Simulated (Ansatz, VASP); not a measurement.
**BN: VASP beside Ansatz**

```
CELL_PARAMETERS angstrom
2.55394 -0.02554 0.00000
-1.29909 2.22455 0.00000
0.00000 0.00000 4.22685
ATOMIC_POSITIONS crystal
N 0.33333 0.66667 0.12528
N 0.66667 0.33333 0.62528
B 0.33333 0.66667 0.49972
B 0.66667 0.33333 0.99972
```

Change from the starting cell: strain = -0.02.

Alike in both runs: task single point; functional PBE; k mesh 9 × 9 × 5; occupations fermi-dirac, width 0.05 eV; no spin polarisation.

|  | VASP | Ansatz |
| --- | --- | --- |
| version | VASP 6.6.1 | Ansatz 0.2.0 |
| potentials or method | VASP PAW PBE potentials, release 64 (N, B) | Ansatz PAW |
| plane-wave cutoff (eV) | 520 | 420 |
| valence electrons in the cell | 16 | 16 |

```csv
,VASP,Ansatz,Ansatz less VASP
gap on the k mesh at the Fermi level (eV),5.14,5.15,+0.017
least direct gap on the mesh (eV),8.06,8.07,+0.012
pressure (GPa),0.3,0.1,-0.23
largest component of the traceless stress (GPa),8.19,8.14,-0.051
rms of the force components (eV/Å),0.040,0.039,-0.0015
```

Atom by atom the forces differ by 0.002 eV/Å (rms over components). The functional is the same, so the differences come from potentials, cutoffs and numerics.

Caveats: an odd mesh through Γ misses points on the zone boundary, where band edges often lie (VASP); odd divisions of the mesh miss points on the zone boundary, where band edges often lie, so the gap on the mesh can be too wide (Ansatz); the pressure holds a Pulay correction of +1.1 GPa for the finite cutoff (Ansatz).
